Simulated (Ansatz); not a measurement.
## All-electron card of P

```yaml
crystal:
  lattice:
    - [0.00000, 1.93787, 1.93787]
    - [1.93787, 0.00000, 1.93787]
    - [1.93787, 1.93787, 0.00000]
  atoms:
    - { symbol: P, position: [0.00000, 0.00000, 0.00000] }
```

Conventional cell: a = 3.876 Å, b = 3.876 Å, c = 3.876 Å, α = 90.00°, β = 90.00°, γ = 90.00°. P (atom 1) is surrounded by 12 P at 2.74 Å.

The structure comes from a relaxation in the same program, started in the fcc type, and has space group Fm-3m. Whether it is a known phase or the ground state wasn't checked.

Theory: DFT, PBE, all-electron LAPW, scalar-relativistic in Ansatz 0.2.0.

Numerical set-up: a Γ-centred 20×20×20 k mesh, Fermi–Dirac smearing of 0.05 eV, basis error target 0.5 meV/atom, no spin polarisation.

```json
{
 "Pressure at this cell": "0.9 kbar",
 "Volume per atom": "98.2 bohr³"
}
```

Question: Give the computed value. Band gap.

Answer: none: with an odd electron count and no spin polarisation the bands can't all be full, a metal in this set-up (spin order or a larger cell could open a gap).

Question: Density of states at the Fermi level (0.2 eV bin): what does the calculation give?

Answer: 0.53 states/eV per cell.
